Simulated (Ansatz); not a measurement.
Computed with DFT PBE, scalar-relativistic, plane waves, PAW in Ansatz. Settings: cutoff 420 eV, Γ-centred meshes no coarser than 0.19 Å⁻¹ for metals and 0.3 Å⁻¹ for insulators (2π included), Gaussian smearing.

Temperature and zero-point effects are left out. Larger cells and other orderings weren't all tried, so the list isn't exhaustive. For metals, differences of a few meV/atom aren't resolved. No run is spin-polarised.

Q: Which of these relaxed structures of Ba2H is the lowest in energy?
A. Space group P3_221 (No. 154), trigonal, a = 7.142 Å, c = 8.666 Å. Around Ba lie 2 H at 2.65 Å; H has 4 Ba at 2.65 Å.
B. Space group I4/mmm (No. 139), tetragonal, a = 3.810 Å, c = 14.462 Å. Ba has 4 H at 3.25 Å and 5 Ba at 3.65–3.81 Å; around H lie 8 Ba at 3.25 Å and 4 H at 3.81 Å.

A: A. The P3_221 (No. 154) one; the other lies 286 meV/atom higher.